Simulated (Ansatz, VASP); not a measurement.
## Two plane-wave programs on TiTe2

```
CELL_PARAMETERS angstrom
3.95773 0.00000 0.00000
-1.97887 3.42750 0.00000
0.00000 0.00000 6.22411
ATOMIC_POSITIONS crystal
Ti 0.00000 0.00000 0.00000
Te 0.66667 0.33333 0.28165
Te 0.33333 0.66667 0.71835
```

Alike in both runs: task single point; functional PBE; k mesh 15 × 15 × 8; occupations gaussian, width 0.1 eV; no spin polarisation.

|  | VASP | Ansatz |
| --- | --- | --- |
| version | VASP 6.6.1 | Ansatz 0.2.0 |
| potentials or method | VASP PAW PBE potentials, release 64 (Ti_sv, Te) | scalar-relativistic, plane waves, PAW |
| plane-wave cutoff (eV) | 520 | 420 |
| valence electrons in the cell | 24 | 44 |

Ansatz gave:

```
gap on the k mesh at the Fermi level (eV)       : none
pressure (GPa)                                  : -4.4
largest component of the traceless stress (GPa) : 1.60
rms of the force components (eV/Å)              : 0.494
```

Which values does VASP return?

gap on the k mesh at the Fermi level (eV): none; pressure (GPa): -4.4; largest component of the traceless stress (GPa): 1.60; rms of the force components (eV/Å): 0.488.

Atom by atom the forces differ by 0.006 eV/Å (rms over components). A gap of «none» marks a metal or a gap that the smearing closes. The two sets of potentials don't hold the same shells in valence.

Caveats: forces of over 1 eV/Å show positions far from the minimum, so gaps and moduli don't describe the material at rest. Spin-orbit coupling is left out, which matters for the levels of Te.
